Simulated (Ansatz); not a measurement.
# CuO (Cccm): magnetic orders compared

One table from this session's results is given with a row withheld; the runs are named, their logs left out.

Program: Ansatz 0.2.0. Level of theory: DFT PBE+U (U_eff = 4 eV on Cu 3d), scalar-relativistic, plane waves, PAW. These are calculated values, not measurements.

## The system as given

Symmetry: Cccm, No. 66, orthorhombic system. The conventional cell has a = 4.152 Å, b = 4.187 Å, c = 5.218 Å, α = 90.00°, β = 90.00°, γ = 90.00°. Cu (site symmetry 2/m) has 4 O at 1.97 Å as nearest neighbours. Around O (site symmetry 222) lie 4 Cu at 1.97 Å.

Coordinates:

```
CELL_PARAMETERS angstrom
2.08721 -2.07606 0.16528
2.08721 2.07606 0.16528
-0.41249 0.00000 5.20160
ATOMIC_POSITIONS crystal
Cu 0.00000 0.50000 0.00000
Cu 0.50000 0.00000 0.50000
O 0.50004 0.49996 0.25000
O 0.49996 0.50004 0.75000
```

An earlier run at PBE+U (U_eff = 4 eV on Cu 3d) left this cell at 11.340 Å³/atom and -0.02 GPa (10×10×6 mesh).

The first run:

File input.yaml:

```yaml
crystal:
  lattice:
    - [2.0872091954, -2.0760605409, 0.1652846499]
    - [2.0872091954, 2.0760605409, 0.1652846499]
    - [-0.4124906598, 0.0, 5.2015957526]
  atoms:
    - { symbol: Cu, position: [0.0, 0.5, 0.0], spin: 1.0 }
    - { symbol: Cu, position: [0.5, 0.0, 0.5], spin: -1.0 }
    - { symbol: O, position: [0.5000352666, 0.4999647334, 0.25] }
    - { symbol: O, position: [0.4999647334, 0.5000352666, 0.75] }
basis:
  ecutwfc: 420
  ecutrho_ratio: 4
kpoints:
  mp_grid: { grid: [5, 5, 3] }
hamiltonian:
  xc: pbe
  hubbard: { sites: [{ species: Cu, l: d, u_eff: 4.0 }] }
scf:
  occupations: { method: gaussian, width: 0.05 }
output:
  forces: true
  stress: true
  eigenvalues: true
  populations: true
  hubbard: { sites: [{ species: Cu, l: d }] }
magnetization:
  spin_polarized: true
```

Started as:

```console
$ ansatz run input.yaml --threads 4 --pin off --max-ram 10240MiB --backend cpu --events-out ev --progress --plain --runs-dir out
```

Steps of the session up to this table: Coarse mesh, to find the state of the open shells; Antiferromagnetic, in the cell as typed; Ferromagnetic, larger cell; Antiferromagnetic, propagation vector (1, 0, 0); Antiferromagnetic, propagation vector (1, 0, 1/2); Antiferromagnetic, propagation vector (1/2, 1/2, 1/2).

One of the session's tables, all rows but one given; the rest of the session is left out.

It belongs to the step «The orders side by side». 

```
                                                order  above the lowest (meV/atom)  largest moment (μB)  pressure (GPa)  gap on the mesh (eV)
                                        ferromagnetic                         27.2                 0.59             0.0                  0.00
              antiferromagnetic, in the cell as typed                          8.7                 0.54            -0.4                  0.00
  antiferromagnetic, propagation vector (1, 0, 0) (1)                          9.4                 0.56            -0.1                  0.00
  antiferromagnetic, propagation vector (1, 0, 0) (2)                          8.6                 0.56            -0.1                  0.02
    antiferromagnetic, propagation vector (1, 0, 1/2)                          0.0                 0.54            -0.2                  0.40
antiferromagnetic, propagation vector (1/2, 1/2, 1/2)                            ?                    ?               ?                     ?
```

Estimate the missing values for antiferromagnetic, propagation vector (1/2, 1/2, 1/2).

As computed: above the lowest (meV/atom): 2.6; largest moment (μB): 0.55; pressure (GPa): -0.3; gap on the mesh (eV): 0.20. In the column «above the lowest (meV/atom)» it lies between antiferromagnetic, propagation vector (1, 0, 1/2) (0.0) and antiferromagnetic, propagation vector (1, 0, 0) (2) (8.6).

The first row is the run of the earlier session that started with parallel moments (-3595.2227 eV/atom).

Caveats from the session: Only these orders were tried, at zero temperature; the one found in experiment may not be among them. Warnings in the runs' records: filled band counts differ across k points, stability check not made.
